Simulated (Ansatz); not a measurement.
## NbP: computed properties

These are results of DFT PBE, scalar-relativistic, plane waves, PAW (Ansatz 0.2.0), not measurements.

Settings: cutoff 420 eV, Γ-centred mesh 18×18×8 on the computed 4-atom cell, Gaussian smearing of 0.10 eV; no spin polarisation.

The structure is relaxed at this level of theory with its symmetry kept, and needn't be the ground state of this composition.

```
Nb P
1.0
     3.31446    0.00000    0.00000
    -1.65723    2.87040    0.00000
     0.00000    0.00000    6.72273
Nb P
2 2
Direct
  0.00000 0.00000 0.00000
  0.00000 0.00000 0.50000
  0.33333 0.66667 0.25000
  0.66667 0.33333 0.75000
```

| Quantity | Value |
| --- | --- |
| Space group | P6_3/mmc (No. 194) |
| Volume per atom | 15.99 Å³ |
| Formation energy from the elements' standard states (uncorrected) | -0.979 eV/atom |
| Kohn–Sham band gap | none (metal) |
| Density of states at the Fermi level | 1.8 states/eV per cell |
| Orbital (Löwdin) character within 0.5 eV of the Fermi level | Nb 4d 84 %, P 3p 11 % |
| Bader charge by site (e) | Nb (2 in the cell) 1.20, P (2 in the cell) -1.20 |

The cell was found from a structure generator's guess, not taken from experiment. Löwdin shares on free-atom orbitals overweight diffuse shells.
